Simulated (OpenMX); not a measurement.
# HfN (F-43m) in OpenMX: reference runs, part 2 of 2

OpenMX 3.8.5. Earlier steps stand in the parts before.

### Step 3. Single point, PBE (atoms moved at random, drawn with an rms of 0.05 Å)

Contents of HfN.dat:

```
System.CurrrentDirectory             ./
System.Name                          HfN
DATA.PATH                            ./DFT_DATA13
level.of.stdout                      1
level.of.fileout                     0
Species.Number                       2
<Definition.of.Atomic.Species
  Hf  Hf7.0-s3p2d2f1         Hf_PBE13
  N   N6.0-s2p2d1            N_PBE13
Definition.of.Atomic.Species>

Atoms.Number                         2
Atoms.SpeciesAndCoordinates.Unit     FRAC
<Atoms.SpeciesAndCoordinates
    1  Hf   -0.0015310000   -0.0029430000   -0.0034000000   6.000  6.000
    2  N     0.2637830000    0.2428060000    0.2393630000   2.500  2.500
Atoms.SpeciesAndCoordinates>

Atoms.UnitVectors.Unit               Ang
<Atoms.UnitVectors
     0.0000000000    2.4548220000    2.4548220000
     2.4548220000    0.0000000000    2.4548220000
     2.4548220000    2.4548220000    0.0000000000
Atoms.UnitVectors>

scf.XcType                           GGA-PBE
scf.SpinPolarization                 off
scf.ElectronicTemperature            580.226
scf.energycutoff                     400.0
scf.maxIter                          100
scf.EigenvalueSolver                 band
scf.Kgrid                            9 9 9
scf.Mixing.Type                      rmm-diisk
scf.Init.Mixing.Weight               0.05
scf.Min.Mixing.Weight                0.001
scf.Max.Mixing.Weight                0.3
scf.Mixing.History                   25
scf.Mixing.StartPulay                8
scf.criterion                        1.0e-8
scf.stress.tensor                    on
MD.Type                              nomd
```

Potentials or basis: OpenMX 2013 PBE set, Hf7.0-s3p2d2f1, N6.0-s2p2d1, grid cutoff 400 Ry.

Run with:

```console
$ openmx HfN.dat -nt 1 > HfN.std
```

HfN.out:

```text
Required cutoff energy (Ryd) for 3D-grids = 400.0000
      Used cutoff energy (Ryd) for 3D-grids = 421.3659, 421.3659, 421.3659
  Num. of grids of a-, b-, and c-axes = 35, 35, 35

  Num.Grid1.    35
  Num.Grid2.    35
  Num.Grid3.    35

  Cell_Volume =    199.657911197891 (Bohr^3)
  GridVol     =      0.004656744284 (Bohr^3)
  Cell vectors (bohr) of the grid cell (gtv)
    gtv_a =  0.000000000000,  0.132541169450,  0.132541169450
    gtv_b =  0.132541169450,  0.000000000000,  0.132541169450
    gtv_c =  0.132541169450,  0.132541169450,  0.000000000000
    |gtv_a| =  0.187441519408
    |gtv_b| =  0.187441519408
    |gtv_c| =  0.187441519408

***********************************************************

***********************************************************
                  SCF history at MD= 1
***********************************************************

   SCF=   1  NormRD=  1.000000000000  Uele= -16.900737375949
   SCF=   2  NormRD=  2.119594655077  Uele= -16.838971563244
   SCF=   3  NormRD=  2.057438051803  Uele= -16.830483256744
   SCF=   4  NormRD=  1.031397506951  Uele= -16.697579346801
   SCF=   5  NormRD=  0.463876172544  Uele= -16.623921893190
   SCF=   6  NormRD=  0.331165529602  Uele= -16.600746474586
   SCF=   7  NormRD=  0.238927185539  Uele= -16.599108564708
   SCF=   8  NormRD=  0.166226959195  Uele= -16.599062087258
   SCF=   9  NormRD=  0.005679415872  Uele= -16.593657938005
   SCF=  10  NormRD=  0.001320446316  Uele= -16.591298692023
   SCF=  11  NormRD=  0.001002763136  Uele= -16.591225041802
   SCF=  12  NormRD=  0.000054940043  Uele= -16.591370899805
   SCF=  13  NormRD=  0.000008823568  Uele= -16.591354234711
   SCF=  14  NormRD=  0.000002237419  Uele= -16.591353624894
   SCF=  15  NormRD=  0.000000205698  Uele= -16.591354308521
   SCF=  16  NormRD=  0.000000031844  Uele= -16.591354414173
   SCF=  17  NormRD=  0.000000006321  Uele= -16.591354403070
   SCF=  18  NormRD=  0.000000001870  Uele= -16.591354401420

[... 144 lines left out ...]
   sum over m      2.985768774  2.985768774   5.971537547   0.000000000
  px          1    0.090951216  0.090951216   0.181902432   0.000000000
  py          1    0.090939830  0.090939830   0.181879660   0.000000000
  pz          1    0.090947203  0.090947203   0.181894406   0.000000000
   sum over m      0.272838249  0.272838249   0.545676497   0.000000000
   sum over m+mul  3.258607022  3.258607022   6.517214044   0.000000000
  d3z^2-r^2   0    0.146282330  0.146282330   0.292564660   0.000000000
  dx^2-y^2    0    0.146289457  0.146289457   0.292578914   0.000000000
  dxy         0    0.272351006  0.272351006   0.544702012   0.000000000
  dxz         0    0.272267207  0.272267207   0.544534414   0.000000000
  dyz         0    0.272405822  0.272405822   0.544811643   0.000000000
   sum over m      1.109595822  1.109595822   2.219191644   0.000000000
  d3z^2-r^2   1   -0.010821179 -0.010821179  -0.021642358   0.000000000
  dx^2-y^2    1   -0.010822795 -0.010822795  -0.021645591   0.000000000
  dxy         1   -0.002047112 -0.002047112  -0.004094224   0.000000000
  dxz         1   -0.002051081 -0.002051081  -0.004102162   0.000000000
  dyz         1   -0.002047427 -0.002047427  -0.004094853   0.000000000
   sum over m     -0.027789594 -0.027789594  -0.055579187   0.000000000
   sum over m+mul  1.081806228  1.081806228   2.163612456   0.000000000
  f5z^2-3r^2  0    0.015533619  0.015533619   0.031067238   0.000000000
  f5xz^2-xr^2 0    0.020453803  0.020453803   0.040907607   0.000000000
  f5yz^2-yr^2 0    0.020467345  0.020467345   0.040934691   0.000000000
  fzx^2-zy^2  0    0.023405551  0.023405551   0.046811103   0.000000000
  fxyz        0    0.022502586  0.022502586   0.045005173   0.000000000
  fx^3-3*xy^2 0    0.018482142  0.018482142   0.036964284   0.000000000
  f3yx^2-y^3  0    0.018500771  0.018500771   0.037001542   0.000000000
   sum over m      0.139345818  0.139345818   0.278691637   0.000000000
   sum over m+mul  0.139345818  0.139345818   0.278691637   0.000000000

    2    N          Up spin      Down spin     Sum           Diff
            multiple
  s           0    0.819626728  0.819626728   1.639253457   0.000000000
   sum over m      0.819626728  0.819626728   1.639253457   0.000000000
  s           1    0.004708964  0.004708964   0.009417929   0.000000000
   sum over m      0.004708964  0.004708964   0.009417929   0.000000000
   sum over m+mul  0.824335693  0.824335693   1.648671386   0.000000000
  px          0    0.654756366  0.654756366   1.309512732   0.000000000
  py          0    0.654725425  0.654725425   1.309450850   0.000000000
  pz          0    0.654752655  0.654752655   1.309505311   0.000000000
   sum over m      1.964234446  1.964234446   3.928468893   0.000000000
  px          1    0.000682881  0.000682881   0.001365761   0.000000000
  py          1    0.000689573  0.000689573   0.001379146   0.000000000
  pz          1    0.000688341  0.000688341   0.001376681   0.000000000
   sum over m      0.002060794  0.002060794   0.004121589   0.000000000
   sum over m+mul  1.966295241  1.966295241   3.932590481   0.000000000
  d3z^2-r^2   0    0.005854766  0.005854766   0.011709533   0.000000000
  dx^2-y^2    0    0.005854543  0.005854543   0.011709086   0.000000000
  dxy         0    0.003712065  0.003712065   0.007424130   0.000000000
  dxz         0    0.003707015  0.003707015   0.007414030   0.000000000
  dyz         0    0.003714020  0.003714020   0.007428040   0.000000000
   sum over m      0.022842410  0.022842410   0.045684820   0.000000000
   sum over m+mul  0.022842410  0.022842410   0.045684820   0.000000000

***********************************************************
       xyz-coordinates (Ang) and forces (Hartree/Bohr)
***********************************************************

<coordinates.forces
  2
    1    Hf     4.89407   4.89754   4.89866  -0.006394352635  0.004398818892  0.005662471175
    2     N     1.18364   1.23513   1.24359   0.006380099933 -0.004454533593 -0.005686652388
coordinates.forces>

***********************************************************
       Fractional coordinates of the final structure
***********************************************************

     1     Hf     0.99846900000000   0.99705700000000   0.99660000000000
     2      N     0.26378300000000   0.24280600000000   0.23936300000000
```

HfN.std:

```text
*******************************************************
 Welcome to OpenMX   Ver. 3.8.5
 Copyright (C), 2002-2014, T. Ozaki
 OpenMX comes with ABSOLUTELY NO WARRANTY.
 This is free software, and you are welcome to
 redistribute it under the constitution of the GNU-GPL.
*******************************************************
[... 219 lines left out ...]
  Uzs   =       0.000000000000
  Uzo   =       0.000000000000
  Uef   =       0.000000000000
  UvdW  =       0.000000000000
  Utot  =     -64.036383002571

*******************************************************
             MD or geometry opt. at MD = 1
*******************************************************

outputting data on grids to files...

The calculation was normally finished.
```

Run time: 2.6 min. Hardware: 1 thread of Intel Xeon Platinum 8488C (Sapphire Rapids), shared host; peak memory 0.7 GiB.

Results:

| Property | Result |
| --- | --- |
| Free energy | -1742.5244 eV |
| Pressure | 1.2 GPa |
| Largest force | 0.496 eV/Å |
| Band gap on the k mesh | none (metal or under the smearing width) |
| Mulliken charges | Hf +0.63; N -0.63 e |

Forces in eV/Å, atoms in the order of the input:
```
Hf  -0.329  0.226  0.291
N    0.328 -0.229 -0.292
```

Levels at points of the mesh, in eV from the Fermi level:
```tsv
k point	band 7	band 8	band 9	band 10	band 11	band 12
(0.00, 0.00, 0.00)	-5.47	-5.45	-0.72	2.19	2.19	6.37
```

Caveat: Mulliken charges move with the basis; the basis of atomic orbitals isn't converged, which shifts pressures, moduli and gaps. Spin-orbit coupling is left out, which matters for the levels of Hf.
